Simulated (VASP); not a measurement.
Runs of VASP 6.6.1 on TePt. It takes space group F-43m (No. 216, cubic). Conventional cell: a = 6.490 Å, b = 6.490 Å, c = 6.490 Å, α = 90.00°, β = 90.00°, γ = 90.00°. Pt (site symmetry -43m) is surrounded by 4 Te at 2.81 Å. Te (site symmetry -43m) has 4 Pt at 2.81 Å as nearest neighbours. Measurements of this composition are mostly on another form, of space group No. 166.

```tsv
level	spin	U	fixed moment (μB)	gap on the mesh (eV)	pressure (GPa)	moment (μB)
PBEsol+U	non-collinear, random start, SOC	Pt d U = 6 eV	-	-	(a)	0.00
r2SCAN+U	collinear, ferromagnetic start	Pt d U = 5 eV	-	none	-13.1	0.20
r2SCAN+U	collinear, ferromagnetic start	Pt d U = 5 eV	2	-	-8.7	2.00
r2SCAN+U	collinear, random start	Pt d U = 5 eV	-	none	-13.1	0.20
```

Alike in all rows: task single point; potentials or basis VASP PAW PBE potentials, release 64 (Pt, Te); cell as given; k mesh 5 × 5 × 5; cutoff (eV) 520; smearing gaussian 0.05 eV.

Task: Fill in the values left out.

Result: (a) -13.9.

Caveats: the PAW data sets were made with another functional, which shifts forces and pressure a little; the U is typed as a test and isn't derived for this compound; the moment is held away from its start (some runs); the total moment is fixed, so each spin has its own Fermi level (some runs).

A k mesh can miss the band edges, and rows without SOC leave out spin-orbit coupling on Pt, Te.

A gap of «none» marks a metal or a gap under the smearing width.

Runs at the PBE level aren't shown here.
